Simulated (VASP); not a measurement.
A run of VASP 6.6.1 is set up as follows.

The input INCAR:

```
SYSTEM = BeTe
PREC = Accurate
ENCUT = 520
EDIFF = 1E-7
ISMEAR = -1
SIGMA = 0.05
LREAL = .False.
LASPH = .True.
NELM = 60
ALGO = Normal
ISIF = 2
LWAVE = .False.
LCHARG = .False.
GGA = PE
NBANDS = 11
```

File KPOINTS:

```
Automatic mesh
0
Gamma
  8 8 8
  0 0 0
```

The input POSCAR:

```
BeTe
1.0
    0.0000000000      2.7700000000      2.7700000000
    2.7700000000      0.0000000000      2.7700000000
    2.7700000000      2.7700000000      0.0000000000
Te Be
1 1
Direct
    0.7500000000      0.7500000000      0.7500000000
    0.0000000000      0.0000000000      0.0000000000
```

Potentials or basis: VASP PAW PBE potentials, release 64 (Te, Be).

Run with:

```console
$ cat potpaw_PBE.64/Te/POTCAR potpaw_PBE.64/Be/POTCAR > POTCAR
$ mpirun -np 1 vasp_std > vasp.out
```

Problem. Estimate the band gap on the k mesh.

Solution. 1.85 eV, indirect (least direct gap 3.56 eV).

Problem. What does it give for the pressure?

Solution. 4.5 GPa.

Caveat: spin-orbit coupling is left out, which moves the levels of the heavy elements. A k mesh can miss the band edges.
